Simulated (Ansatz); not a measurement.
# Ge under changes of volume

One of the cells (22.833 Å³/atom); the others are scaled copies at fixed shape and fractional positions:

```
Ge
1.0
     3.99759    0.00000    0.00000
    -1.99879    3.46201    0.00000
     0.00000    0.00000    6.59938
Ge
4
Direct
  0.33333 0.66667 0.93710
  0.66667 0.33333 0.43710
  0.33333 0.66667 0.56290
  0.66667 0.33333 0.06290
```

This isn't the form of Ge at room conditions, which is diamond.

- Program: Ansatz 0.2.0
- Functional: LDA
- Potentials or basis: all-electron LAPW, scalar-relativistic
- Cutoff: 291 eV (chosen from the basis error)
- Basis error allowed: 0.002 eV/atom
- k mesh: 8 × 8 × 4
- Occupations: fermi-dirac, width 0.05 eV
- Spin: no spin polarisation

| volume (Å³/atom) | energy over the lowest point (meV/atom) | pressure (GPa) | largest force (eV/Å) |
| --- | --- | --- | --- |
| 21.463 | ? | ? | ? |
| 21.920 | 0.30 | 0.9 | 0.007 |
| 22.377 | 0.00 | -0.6 | 0.003 |
| 22.833 | 3.61 | -1.9 | 0.003 |
| 23.290 | 10.79 | -3.1 | 0.012 |
| 23.747 | 21.16 | -4.1 | 0.022 |
| 24.203 | 34.33 | -5.1 | 0.030 |

Task: What does the run at 21.463 Å³/atom give?

Result: Energy over the lowest point 5.06 meV/atom; pressure 2.5 GPa; largest force 0.015 eV/Å.

Worked out: A Birch-Murnaghan fit of order 3 (a polynomial in V^(-2/3)) to the other rows has its minimum at 22.18 Å³/atom with B0 = V·E''(V) = 70 GPa and B' = 4.3 at fixed shape and positions, which overstates the stiffness. It gives 5.02 meV/atom at 21.463 Å³/atom, against the run's 5.06, and -dE/dV = 2.5 GPa, against 2.5.

Energies are extrapolated to zero smearing.
